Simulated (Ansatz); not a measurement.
**Preparing La2O3 (P-3m1) as a host crystal**

Aim: the runs on the perfect crystal La2O3 (P-3m1) that a defect calculation needs first.

Method: plane-wave PAW DFT, PBEsol; relaxation of the host's cell and atoms, in the first sound run; inputs show where later runs differ, in Ansatz 0.2.0.

### 1. Set-up

The structure is trigonal, space group P-3m1 (No. 164). The conventional cell has a = 3.931 Å, b = 3.931 Å, c = 6.112 Å, α = 90.00°, β = 90.00°, γ = 120.00°. La has 7 O at 2.36 to 2.72 Å nearest. Nearest to O lie 4 La at 2.36 to 2.44 Å. O has 6 La at 2.72 Å nearest. Farther neighbours and most contacts between anions are not listed.

### 2. Host cell relaxation

Lattice and positions are set free, within the symmetry that the program keeps.

cell/input.yaml

```yaml
crystal:
  lattice:
    - [3.9307779, 0.0, 0.0]
    - [-1.9653889, 3.4041535, 0.0]
    - [0.0, 0.0, 6.1119535]
  atoms:
    - { symbol: La, position: [0.66666667, 0.33333333, 0.75376432] }
    - { symbol: La, position: [0.33333333, 0.66666667, 0.24623568] }
    - { symbol: O, position: [0.66666667, 0.33333333, 0.35410935] }
    - { symbol: O, position: [0.33333333, 0.66666667, 0.64589065] }
    - { symbol: O, position: [0.0, 0.0, 0.0] }
basis:
  ecutwfc: 420
  xc_grid: 2
hamiltonian:
  xc: pbesol
kpoints:
  mp_grid: { grid: [8, 8, 5] }
scf:
  occupations: { method: fixed }
  max_iter: 100
relax:
  f_tol: 0.005
  max_steps: 60
  cell: {}
output:
  forces: true
  stress: true
checkpoint:
  write: "../cell.run"
  compress: false
  write_wavefunctions: false
  write_every: 100000
```

On the command line:

```console
$ ansatz run input.yaml --threads 2 --pin off --max-ram 3768MiB --backend cpu --events-out ev --progress --plain --runs-dir out
```

Numbers of over 12 decimals in the logs are rounded to 6 here.

Log:

```text
[... repeated set-up lines and file paths are left out, and long positions are rounded to six places ...]
Engine: ansatz 0.2.0, aarch64-unknown-linux-gnu
Pseudopotentials: kind: paw
Pseudopotential: La, paw, valence charge 11, recommended cutoff 420 eV (normal), La.paw.azcp
Pseudopotential: O, paw, valence charge 6, recommended cutoff 420 eV (normal), O.paw.azcp
Functional definition: PBEsol
  exchange = pbesol_x
  correlation = pbesol_c
Crystal: 5 atoms, lattice volume = 81.784 Å³
Basis set: ecut = 420 eV, 1641 PW (Γ), exchange–correlation on 54×54×90 points (8 copies of the dense FFT grid, shifted against one another)
Bands: 25, of which v1, the nominal top of the filled ones, is band 20 counted from 1 (19 counted from 0)
Symmetry: 12 space group operations
Space group: P-3m1 (ITA 164), of the structure as read, at distance tolerance 4.3e-5 Å
k-points: 40 of 320
Non-local potential: La, projectors of the file, l = 0: 3, l = 1: 2, l = 2: 2, l = 3: 3
Non-local potential: O, projectors of the file, l = 0: 2, l = 1: 2, l = 2: 1
PAW form: soft (Blöchl's): semilocal exchange-correlation on the pseudo side does not see the compensation charge
PAW frozen core: La, regenerated for the run's functional, and the local potential with it (the file was generated under x = pbe(κ = 0.804, μ = 0.219515), c = pbe(β = 0.066725))
PAW frozen core: O, regenerated for the run's functional, and the local potential with it (the file was generated under x = pbe(κ = 0.804, μ = 0.219515), c = pbe(β = 0.066725))
PAW one-centre angular grid: La, 590 points (default); XC on 64 Gauss nodes
PAW one-centre angular grid: O, 110 points (default); XC on 64 Gauss nodes
Initial density: superposition of atomic densities (neutral atoms: chi_scale 0, normalization atom), corrected by the library's trained network
Initial wavefunctions: pseudopotential atomic-orbital guess
Functional: x = pbesol(κ = 0.804, μ = 0.123457), c = pbesol(β = 0.046)
SCF iter   1: F=—  HF=-14014.743437 eV  |F-HF|=—  |Δ(HF+E_count)|=         —  Δρ=1.54e-2  dr2=1.76e-1  ethr=1.77e-3  ⟨swp⟩=4.9  Hψ=4189  notcnv=0  defer=99
preconditioner: auto → Resta (q_TF=auto, 2.422 Å⁻¹)  ε∞=5.0  [insulator: Δε(μ)=3.644 eV  Ē_g=12.342 eV  n_scr=22 (ndim 8)  ℏωp=24.6 eV  f_vac=0.023  ε∞_Penn≈5.0]
SCF iter   2: F=—  HF=-14014.711509 eV  |F-HF|=—  |Δ(HF+E_count)|=   3.19e-2  Δρ=5.88e-3  dr2=2.15e-2  ethr=4.39e-4  ⟨swp⟩=3.1  Hψ=2235  notcnv=0  defer=105
SCF iter   3: F=—  HF=-14014.707208 eV  |F-HF|=—  |Δ(HF+E_count)|=   4.30e-3  Δρ=1.32e-3  dr2=1.25e-3  ethr=5.38e-5  ⟨swp⟩=3.0  Hψ=1565  notcnv=0  defer=76
automatic band count: iteration 3 solves 24 bands in place of 25: the levels show a gap, and the empty bands left out lie too high to hold charge; the band table lists the bands solved (type scf.n_extra_bands for more)
SCF iter   4: F=—  HF=-14014.707590 eV  |F-HF|=—  |Δ(HF+E_count)|=   3.82e-4  Δρ=1.00e-3  dr2=7.88e-4  ethr=3.13e-6  ⟨swp⟩=3.0  Hψ=1918  notcnv=0  defer=76
SCF iter   5: F=—  HF=-14014.707462 eV  |F-HF|=—  |Δ(HF+E_count)|=   1.28e-4  Δρ=1.62e-4  dr2=2.12e-5  ethr=1.97e-6  ⟨swp⟩=2.0  Hψ=1333  notcnv=0  defer=70
SCF iter   6: F=—  HF=-14014.707483 eV  |F-HF|=—  |Δ(HF+E_count)|=   2.10e-5  Δρ=4.88e-5  dr2=2.23e-6  ethr=5.30e-8  ⟨swp⟩=2.7  Hψ=1820  notcnv=0  defer=77
SCF iter   7: F=—  HF=-14014.707484 eV  |F-HF|=—  |Δ(HF+E_count)|=   5.71e-7  Δρ=1.56e-5  dr2=2.70e-7  ethr=5.57e-9  ⟨swp⟩=2.8  Hψ=1681  notcnv=0  defer=77
SCF iter   8: F=-14014.707484 eV  HF=-14014.707484 eV  |F-HF|=1.48e-8  |Δ(HF+E_count)|=   3.62e-7  Δρ=3.59e-6  dr2=1.83e-8  ethr=2.50e-10  ⟨swp⟩=4.5  Hψ=3564  notcnv=0
SCF 1 converged in 8 iterations: F = -14014.707484 eV  dr2 = 1.83e-8
  greatest PAW one-centre occupation: 0.973 electrons in one spin orbital (limit 2), on the La atom at site 1 (counted from 0), in its partial waves of l = 0
relax step   1: F+E_penalty+E_count = -14014.70748409 eV  Δ(F+E_penalty+E_count) = +0.000e0 eV  max|allowed force component| = 9.318e-2 eV/Å  Δτ_max = 0.0000 Å  P = -3.015 GPa  Ω = 81.784 Å³  (8 SCF iters, dr2 threshold 1.00e-7 eV, accepted)
[... the SCF cycles and remarks between the steps are left out from here to the last step ...]
relax step   2: F+E_penalty+E_count = -14014.68091778 eV  Δ(F+E_penalty+E_count) = +2.657e-2 eV  max|allowed force component| = 3.023e-1 eV/Å  Δτ_max = 0.0345 Å  P = +5.390 GPa  Ω = 76.664 Å³  energy of the carried Pulay correction = +1.544e-2 eV  (8 SCF iters, dr2 threshold 5.00e-7 eV, rejected (line search))
relax step   3: F+E_penalty+E_count = -14014.72997250 eV  Δ(F+E_penalty+E_count) = -2.249e-2 eV  max|allowed force component| = 2.400e-2 eV/Å  Δτ_max = 0.0046 Å  P = -0.162 GPa  Ω = 80.006 Å³  energy of the carried Pulay correction = +5.251e-3 eV  (10 SCF iters, accepted)
relax step   4: F+E_penalty+E_count = -14014.73040483 eV  Δ(F+E_penalty+E_count) = -4.323e-4 eV  max|allowed force component| = 1.233e-2 eV/Å  Δτ_max = 0.0011 Å  P = +0.007 GPa  Ω = 79.895 Å³  energy of the carried Pulay correction = +5.583e-3 eV  (4 SCF iters, dr2 threshold 1.59e-7 eV, accepted)
relax step   5: F+E_penalty+E_count = -14014.73045140 eV  Δ(F+E_penalty+E_count) = -4.657e-5 eV  max|allowed force component| = 8.057e-4 eV/Å  Δτ_max = 0.0014 Å  P = +0.004 GPa  Ω = 79.895 Å³  energy of the carried Pulay correction = +5.585e-3 eV  (6 SCF iters, dr2 threshold 1.96e-8 eV, accepted)
relax step   6: F+E_penalty+E_count = -14014.72558798 eV  Δ(F+E_penalty+E_count) = +4.863e-3 eV  max|allowed force component| = 9.327e-4 eV/Å  Δτ_max = 0.0000 Å  P = -0.110 GPa  Ω = 79.895 Å³  stress off target by 1.42e-1 GPa  SCF on the basis re-selected at this cell (its energy is not comparable with the rows above)  (7 SCF iters)
relax step   7: F+E_penalty+E_count = -14014.72585147 eV  Δ(F+E_penalty+E_count) = -2.635e-4 eV  max|allowed force component| = 1.495e-3 eV/Å  Δτ_max = 0.0004 Å  P = +0.001 GPa  Ω = 79.817 Å³  energy of the carried Pulay correction = +2.294e-4 eV  (5 SCF iters, dr2 threshold 5.05e-8 eV, accepted)
iter 1 solved again at ethr=2.75e-9 eV; its pass at ethr=3.10e-3 eV (dr2=1.10e-6 eV) is discarded
SCF iter   1: F=—  HF=-14014.725596 eV  |F-HF|=—  |Δ(HF+E_count)|=         —  Δρ=8.03e-6  dr2=1.88e-8  ethr=2.75e-9  ⟨swp⟩=4.2  Hψ=7956  notcnv=0  defer=116
SCF iter   2: F=—  HF=-14014.725605 eV  |F-HF|=—  |Δ(HF+E_count)|=   9.47e-6  Δρ=4.36e-6  dr2=4.05e-9  ethr=4.70e-11  ⟨swp⟩=2.1  Hψ=1764  notcnv=0  defer=116
SCF iter   3: F=—  HF=-14014.725605 eV  |F-HF|=—  |Δ(HF+E_count)|=   3.97e-9  Δρ=1.85e-6  dr2=2.08e-9  ethr=1.01e-11  ⟨swp⟩=2.0  Hψ=1495  notcnv=0  defer=116
SCF iter   4: F=—  HF=-14014.725605 eV  |F-HF|=—  |Δ(HF+E_count)|=   1.10e-9  Δρ=3.98e-7  dr2=1.98e-10  ethr=5.20e-12  ⟨swp⟩=2.0  Hψ=1320  notcnv=0  defer=116
SCF iter   5: F=-14014.725605 eV  HF=-14014.725605 eV  |F-HF|=1.46e-11  |Δ(HF+E_count)|=  1.80e-10  Δρ=1.85e-7  dr2=3.73e-11  ethr=1.00e-12  ⟨swp⟩=4.5  Hψ=3609  notcnv=0
SCF 8 converged in 5 iterations: F = -14014.725605 eV  dr2 = 3.73e-11
relax step   8: F+E_penalty+E_count = -14014.72560523 eV  Δ(F+E_penalty+E_count) = +2.462e-4 eV  max|allowed force component| = 1.514e-3 eV/Å  Δτ_max = 0.0000 Å  P = -0.001 GPa  Ω = 79.817 Å³  stress off target by 1.45e-2 GPa  SCF on the basis re-selected at this cell (its energy is not comparable with the rows above)  (5 SCF iters)
basis re-selected at this cell: Δ(F+E_penalty+E_count) = +2.462e-4 eV, ΔP = -0.003 GPa vs the last step (what re-selecting the basis moved, of the pressure what is left beyond the Pulay correction that the steps carried, after the strain that the cell walked [...]
SCF converged after 5 iterations
Free energy (F): -14014.725605 eV
Harris-Foulkes:  -14014.725605 eV  (|F-HF|=1.46e-11)
Internal energy: -14014.725605 eV  (E = F + TS)
E sigma→0 (E₀):  -14014.725605 eV
Fermi energy:    9.862457 eV
--- Per-component energies (eV) ---
  E_band       = 1.823485
  E_kinetic    = 912.153429
  E_local      = -1500.755616  (includes V_loc(G=0)·N_el)
  E_nonlocal   = 340.815652
  E_hartree    = 533.717190
  E_xc         = -498.666217
  E_vxc        = -579.408231  (∫ρ·V_xc dr)
  E_paw        = -11115.466939  (= ΣΔE_a)
  E_vpaw       = -238.423282  (= ΣTr[D̂ρ^β])
  E_aug_tail   = 0.007244  (compensation charges beyond the density's cutoff)
  E_ewald      = -2686.975231
  E_core_change = 0.444883  (= ΣΔE_core)
  E_smearing   = -0.000000  (= −TS)
  E_closure    = -0.000000  (closes the sum)
  Σ components = -14014.725605   (vs F -14014.725605, Δ=0.00e0)
--- Forces (eV/Å), atoms counted from 1 ---
  atom   1  La     0.00000000     0.00000000     0.00151369
  atom   2  La    -0.00000000    -0.00000000    -0.00151369
  atom   3  O     -0.00000000    -0.00000000    -0.00057425
  atom   4  O      0.00000000     0.00000000     0.00057425
  atom   5  O     -0.00000000    -0.00000000     0.00000000
  max |Σ_I F_I| component: 1.71e-17 eV/Å
--- Stress (GPa, compression-positive) ---
        0.005417      -0.000000      -0.000000
       -0.000000       0.005417      -0.000000
       -0.000000      -0.000000      -0.014460
  P = ⅓ Tr σ = -0.0012 GPa (-0.012 kbar)
--- Relaxed structure (6 steps of the walk, 5 accepted, 2 SCFs on fresh bases) ---
  F+E_penalty+E_count = -14014.72560523 eV   max|allowed force component| = 1.514e-3 eV/Å   (the final SCF, on the basis selected at the relaxed cell)
  cell:  # Å, volume = 79.8173 Å³
    - [3.905859, -2.8684506769525273e-8, 0]
    - [-1.952929, 3.382573, 0]
    - [0, 0, 6.041341]
  atoms:
    - { symbol: La, position: [0.666667, 0.333333, 0.754602] }
    - { symbol: La, position: [0.333333, 0.666667, 0.245398] }
    - { symbol: O, position: [0.666667, 0.333333, 0.354029] }
    - { symbol: O, position: [0.333333, 0.666667, 0.645971] }
    - { symbol: O, position: [0, 0, 0] }
```

Run time: 17 s. Hardware: 2 threads of Arm Neoverse V2, shared host; peak memory 0.39 GiB.

Step by step:

```csv
step,energy less that of the first step (eV),largest force component (eV/Å),pressure (GPa),volume (Å³)
1,0.0000,0.0932,-3.01,81.78
2,0.0266,0.3023,5.39,76.66
3,-0.0225,0.0240,-0.16,80.01
4,-0.0229,0.0123,0.01,79.90
5,-0.0230,0.0008,0.00,79.89
6,-0.0181,0.0009,-0.11,79.89
7,-0.0184,0.0015,0.00,79.82
8*,-0.0181,0.0015,0.00,79.82
```

Relaxation steps marked * repeat the geometry before them on a plane-wave basis chosen anew for their cell, so energy and pressure can jump there. The log counts 2 steps on a newly chosen plane-wave basis, not all of them marked here; energy and pressure can jump at such steps. Relaxation step 2 was tried and not accepted.

Forces are held to the 12 operations that the run works with; a distortion that breaks them can't arise in this run.

```csv
"conventional cell, symmetrised",before,after,change
a (Å),3.931,3.906,-0.6 %
b (Å),3.931,3.906,-0.6 %
c (Å),6.112,6.041,-1.2 %
volume (Å³/atom),16.36,15.96,-2.4 %
```

Final coordinates:

```xyz
5
Lattice="3.9059 0.0000 0.0000 -1.9529 3.3826 0.0000 0.0000 0.0000 6.0413" Properties=species:S:1:pos:R:3 pbc="T T T"
La    1.9529    1.1275    4.5588
La    0.0000    2.2550    1.4825
O     1.9529    1.1275    2.1388
O     0.0000    2.2550    3.9025
O     0.0000    0.0000    0.0000
```

This step gave:

| Property | Result |
| --- | --- |
| pressure | -0.001209 GPa |

The relaxation ends with a largest force component of 0.0015 eV/Å and a pressure of 0.00 GPa.

### 3. Dielectric tensors of the host

The response to a uniform electric field gives the electronic dielectric tensor.

This step: plane-wave PAW DFPT, PBEsol; dielectric tensors, Born charges and zone-centre modes of the host (Ansatz 0.2.0).

eps/input.yaml

```yaml
crystal:
  lattice:
    - [3.9058585852, -2.87e-08, 0.0]
    - [-1.9529292678, 3.3825727727, 0.0]
    - [0.0, 0.0, 6.0413410183]
  atoms:
    - { symbol: La, position: [0.6666666667, 0.3333333333, 0.7546024282] }
    - { symbol: La, position: [0.3333333333, 0.6666666667, 0.2453975718] }
    - { symbol: O, position: [0.6666666667, 0.3333333333, 0.3540286801] }
    - { symbol: O, position: [0.3333333333, 0.6666666667, 0.6459713199] }
    - { symbol: O, position: [0.0, 0.0, 0.0] }
basis:
  ecutwfc: 420
hamiltonian:
  xc: pbesol
kpoints:
  mp_grid: { grid: [7, 7, 4] }
scf:
  occupations: { method: fixed }
  max_iter: 100
phonons:
  method: dfpt
  dielectric: true
  rigid_motions: translations
```

Log:

```text
[...]
Crystal: 5 atoms, lattice volume = 79.817 Å³
Basis set: ecut = 420 eV, 1533 PW (Γ), exchange–correlation on 54×54×90 points (8 copies of the dense FFT grid, shifted against one another)
Bands: 25, of which v1, the nominal top of the filled ones, is band 20 counted from 1 (19 counted from 0)
[... 1 set-up line as in the run before ...]
k-points: 60 of 196 (irreducible under 2 space group operations, time reversal used)
[...]
SCF iter   1: F=—  HF=-14014.760741 eV  |F-HF|=—  |Δ(HF+E_count)|=         —  Δρ=1.54e-2  dr2=1.72e-1  ethr=1.77e-3  ⟨swp⟩=4.7  Hψ=6235  notcnv=0  defer=152
[...]
SCF iter  10: F=-14014.725529 eV  HF=-14014.725529 eV  |F-HF|=1.82e-12  |Δ(HF+E_count)|=  1.86e-10  Δρ=8.81e-8  dr2=7.54e-12  ethr=1.00e-12  ⟨swp⟩=16.8  Hψ=10403  notcnv=0
SCF 1 converged in 10 iterations: F = -14014.725529 eV  dr2 = 7.54e-12
[...]
NSCF: frozen V_eff on 6 k-points
DFPT response loops at Γ: preconditioner auto → Resta (q_TF=auto, 2.432 Å⁻¹)  ε∞=3.9 (no band partly filled); β = 1.00, the filter's whole step (`scf.mixing.beta` (0.50) is not read by the response loops at its default; [...]
── the response to a field inside a basis, on 8×8×4 k-points: an SCF that follows is theirs, and a resumed run solves both again ──
Bands: 21, of which v1, the nominal top of the filled ones, is band 20 counted from 1 (19 counted from 0)
k-points: 72 of 256 (irreducible under 4 space group operations)
[...]
Eigensolver: Dense (72 Hₖ)
SCF iter   1: F=—  HF=-14014.720258 eV  |F-HF|=—  |Δ(HF+E_count)|=         —  Δρ=4.00e-4  dr2=2.60e-5  ethr=1.00e-1
[...]
SCF iter   4: F=-14014.720259 eV  HF=-14014.720259 eV  |F-HF|=5.92e-8  |Δ(HF+E_count)|=   3.52e-7  Δρ=1.03e-5  dr2=7.30e-8  ethr=2.97e-9
SCF 1 converged in 4 iterations: F = -14014.720259 eV  dr2 = 7.30e-8
[...]
SCF converged after 10 iterations
Free energy (F): -14014.725529 eV
[...]
Internal energy: -14014.725529 eV  (E = F + TS)
E sigma→0 (E₀):  -14014.725529 eV
Fermi energy:    9.863194 eV
[...]
--- Band table (eV; the first three rows and the last of 60) ---
[...]
[... further k-points left out ...]
--- Phonons (Γ-DFPT): 6 representative perturbations + reference, on 60 of 196 k-points (Σ response iterations 23) ---
  k mesh reduced under 2 symmetry operations, with k and −k counted as one. Each operation leaves every solved perturbation unchanged. A smaller set is not considered because the run solves the response to a homogeneous field
  ASR residual: 3.738e-5 → 0.000e0 eV/Å²; symmetrization residual: 2.810e-6 eV/Å²
  ASR residual per site (eV/Å²): 3.74e-5 3.74e-5 3.40e-5 3.40e-5 2.31e-5
  Γ frequencies (cm⁻¹): 0.00 0.00 0.00 103.56 103.56 187.48 187.48 191.62 193.44 361.81 361.81 389.58 395.57 395.57 437.69
  ε∞ (high-frequency dielectric tensor):
        4.911094     0.000000     0.000000
       -0.000000     4.911094    -0.000000
        0.000000    -0.000000     4.840356
  ε⁰ (static dielectric tensor: ions relaxed, cell fixed):
       26.368212    -0.000000    -0.000000
       -0.000000    26.368212    -0.000000
       -0.000000    -0.000000    27.124647
  ε⁰ − ε∞ (ionic part):
       21.457119    -0.000000    -0.000000
       -0.000000    21.457119    -0.000000
       -0.000000    -0.000000    22.284291
  softest optical mode at Γ: 103.56 cm⁻¹; the repairs (sum rule, projections) moved no ω² at Γ by more than (1.14 cm⁻¹)²
  Born effective charges Z* (e; rows j = field, columns β = displacement):
    site 0:
         4.22182   -0.00000   -0.00000
        -0.00000    4.22182    0.00000
        -0.00000    0.00000    3.85603
    site 1:
         4.22182   -0.00000   -0.00000
        -0.00000    4.22182    0.00000
        -0.00000    0.00000    3.85603
    site 2:
        -2.85964    0.00000    0.00000
         0.00000   -2.85964   -0.00000
         0.00000   -0.00000   -2.56397
    site 3:
        -2.85964    0.00000    0.00000
         0.00000   -2.85964   -0.00000
         0.00000   -0.00000   -2.56397
    site 4:
        -2.72435    0.00000    0.00000
        -0.00000   -2.72435   -0.00000
         0.00000   -0.00000   -2.58412
  Z* charge neutrality: 1.264e-3 e pre-enforcement
  solved inside a basis spanned on kpoints, on 8×8×4 k-points, its susceptibility summed on 12×12×6: ε∞ is read to err by 1.4e-2, Z* by 1.4e-2 e (field_mesh: kpoints solves on kpoints); Z* is corrected for what the basis lacks
  optical modes at Γ without the LO–TO term, one row a degenerate level:
      ω (cm⁻¹)  modes    IR ((D/Å)²/amu)
        103.56      2             0.0000
        187.48      2            47.6506
        191.62      1             0.0000
        193.44      1            30.6416
        361.81      2            32.7648
        389.58      1             0.0000
        395.57      2             0.0000
        437.69      1             2.8863
  optical modes at Γ + LO–TO along q̂ = [1.0000, 0.0000, 0.0000]:
      ω (cm⁻¹)  modes    IR ((D/Å)²/amu)
        103.56      2             0.0000
        187.48      1            23.8253
        191.62      1             0.0000
        193.44      1            30.6416
        285.35      1             1.8959
        361.81      1            16.3824
        389.58      1             0.0000
        395.57      2             0.0000
        437.69      1             2.8863
        550.82      1            38.3118
  optical modes at Γ + LO–TO along q̂ = [0.0000, 1.0000, 0.0000]:
      ω (cm⁻¹)  modes    IR ((D/Å)²/amu)
        103.56      2             0.0000
        187.48      1            23.8253
        191.62      1             0.0000
        193.44      1            30.6416
        285.35      1             1.8959
        361.81      1            16.3824
        389.58      1             0.0000
        395.57      2             0.0000
        437.69      1             2.8863
        550.82      1            38.3118
  optical modes at Γ + LO–TO along q̂ = [0.0000, 0.0000, 1.0000]:
      ω (cm⁻¹)  modes    IR ((D/Å)²/amu)
        103.56      2             0.0000
        187.48      2            47.6506
        191.62      1             0.0000
        361.81      2            32.7648
        389.58      1             0.0000
        393.86      1             7.4836
        395.57      2             0.0000
        508.88      1            26.0443
```

Run time: 2.2 min. Hardware: 2 threads; peak memory 0.89 GiB; 4.3 min of CPU time.

The column dr2 measures how far the density is from self-consistency, as an energy; F and HF (Harris–Foulkes) agree once it is small.

Electronic dielectric tensor:

```
4.91 0.00 0.00
0.00 4.91 0.00
0.00 0.00 4.84
```

Static dielectric tensor:

```
26.37  0.00  0.00
 0.00 26.37  0.00
 0.00  0.00 27.12
```

The principal values of the electronic dielectric tensor are 4.84, 4.91 and 4.91. The principal values of the static dielectric tensor are 26.37, 26.37 and 27.12.

### 4. Results

```yaml
primitive_cell_vectors_lengths: 3.906, 3.906, 6.041 Å
electronic_dielectric_constant: principal values (4.84, 4.91, 4.91)
static_dielectric_constant: principal values (26.37, 26.37, 27.12)
gap_on_the_k_mesh_of_the_response_run_pbesol: 3.86 eV
```

**Reading.** First to last step the energy falls by 0.018 eV, across changes of basis; the largest move, 0.005 Å, is that of La1 and 1 other atom alike. The k-mesh can miss the band edges, so this gap is an upper bound at this level. All at zero temperature.

[Logs are printed without paths, hosts, clocks, repeated set-up lines and the standing remarks that a program may print on its own settings, such as how far it seeks lower states.]

[Hosts, paths, dates, database ids (printed as entryN), source tags and the programs' standing remarks are cut or masked in the printed files.]

[Runs of the host that timed out are not shown.]

[For some hosts the program warned that the k-mesh of the response run may be too coarse for force constants and the static dielectric constant; such warnings are not always shown.]
